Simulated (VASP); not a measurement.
**AlN in VASP: how settings move the r2SCAN single point**

The r2SCAN single point of AlN (zincblende), under +3.3 % equal strain in all directions is repeated with altered inputs. Which of them can be trusted?

Code: VASP 6.6.1. PAW datasets, plane waves. Calculated at 0 K for a non-magnetic cell.

### Step 1. The cell

The cell comes from an earlier relaxation with r2SCAN in another program.

The symmetry is F-43m (No. 216, cubic); a = 4.514 Å in the conventional setting, 11.50 Å³ an atom. Around Al lie 4 N at 1.95 Å; around N lie 4 Al at 1.95 Å.

The structure in full:

```cif
data_structure
_symmetry_space_group_name_H-M 'P 1'
_symmetry_Int_Tables_number 1
_cell_length_a 3.1922
_cell_length_b 3.1922
_cell_length_c 3.1922
_cell_angle_alpha 60.000
_cell_angle_beta 60.000
_cell_angle_gamma 60.000
_cell_volume 23.00
loop_
_atom_site_label
_atom_site_type_symbol
_atom_site_fract_x
_atom_site_fract_y
_atom_site_fract_z
_atom_site_occupancy
Al1 Al 0.00000 0.00000 0.00000 1
N1 N 0.25000 0.25000 0.25000 1
```

### Step 2. Reference

The input, INCAR:

```
ENCUT = 520.000000
SIGMA = 0.010000
EDIFF = 1.00e-07
ALGO = Normal
METAGGA = R2SCAN
PREC = Accurate
IBRION = -1
ISIF = 2
ISMEAR = 0
NBANDS = 11
NELM = 120
NSW = 0
LASPH = .TRUE.
LCHARG = .FALSE.
LWAVE = .FALSE.
LREAL = .FALSE.
```

The input, KPOINTS:

```
KPOINTS created by Atomic Simulation Environment
0
Gamma
10 10 10
0 0 0
```

The input, POSCAR:

```
Al N
 1.0000000000000000
     0.0000000000000000    2.2571958303000002    2.2571958303000002
     2.2571958303000002    0.0000000000000000    2.2571958303000002
     2.2571958303000002    2.2571958303000002    0.0000000000000000
 Al  N
   1   1
Cartesian
  0.0000000000000000  0.0000000000000000  0.0000000000000000
  1.1285979151500001  1.1285979151500001  1.1285979151500001
```

A file KPOINTS_OPT adds named points for the levels; it doesn't enter the self-consistent loop.

Potentials: the recommended PBE PAW datasets, 8 valence electrons.

Launch:

```
$ mpirun -np 1 vasp_std
```

### Step 3. Variant 1

Changes to INCAR since step 2:

```diff
@@ -10,3 +10,2 @@
 NBANDS = 11
-NELM = 120
 NSW = 0
@@ -15,2 +14,4 @@
 LWAVE = .FALSE.
-LREAL = .FALSE.
+LREAL = .TRUE.
+BMIX = 0.5
+NELM = 95
```

KPOINTS is that of step 2.

POSCAR is that of step 2.

### Step 4. Variant 2

Changes to INCAR since step 2:

```diff
@@ -10,3 +10,2 @@
 NBANDS = 11
-NELM = 120
 NSW = 0
@@ -16 +15,3 @@
 LREAL = .FALSE.
+BMIX = 2.0
+NELM = 84
```

KPOINTS is that of step 2.

POSCAR is that of step 2.

### Step 5. Variant 3

Changes to INCAR since step 2:

```diff
@@ -16 +16,2 @@
 LREAL = .FALSE.
+ISYM = -1
```

The input, KPOINTS:

```
KPOINTS created by Atomic Simulation Environment
0
Monkhorst-Pack
4 4 4
0 0 0
```

POSCAR is that of step 2.

### Step 6. Variant 4

The input, INCAR:

```
ENCUT = 520.000000
EDIFF = 1.00e-07
ALGO = Normal
METAGGA = R2SCAN
PREC = Accurate
IBRION = -1
ISIF = 2
NBANDS = 11
NSW = 0
LASPH = .TRUE.
LCHARG = .FALSE.
LWAVE = .FALSE.
LREAL = .FALSE.
NELM = 83
ISMEAR = -1
SIGMA = 1.0
```

KPOINTS is that of step 2.

POSCAR is that of step 2.

Q: Predict the outcome of this session. Wanted: for each run, changed; ending; energy change; pressure; electronic steps; usable.

As calculated:

| run | changed | ending | energy change (meV/atom) | pressure (GPa) | gap on the mesh (eV; negative: overlap) | electronic steps | time | usable |
| --- | --- | --- | --- | --- | --- | --- | --- | --- |
| ref. | – | converged | 0 | -17.4 | 3.85 | 16 | 15 s | yes |
| 1 | LREAL = .TRUE., BMIX = 0.5, NELM = 95 | converged | 23.4 | -16.2 | 3.85 | 16 | 16 s | no |
| 2 | BMIX = 2, NELM = 84 | converged | 0.0 | -17.4 | 3.85 | 15 | 14 s | yes |
| 3 | ISYM = -1, mesh 4×4×4, shifted mesh | converged | 0.0 | -17.4 | 4.71 | 15 | 17 s | no |
| 4 | ISMEAR = -1, SIGMA = 1 | converged | 87.0 | -15.0 | 3.92 | 16 | 15 s | no |

**Reading.** Of 4 altered inputs, 3 ended normally on a faulty or unsound input, 1 gave usable results.
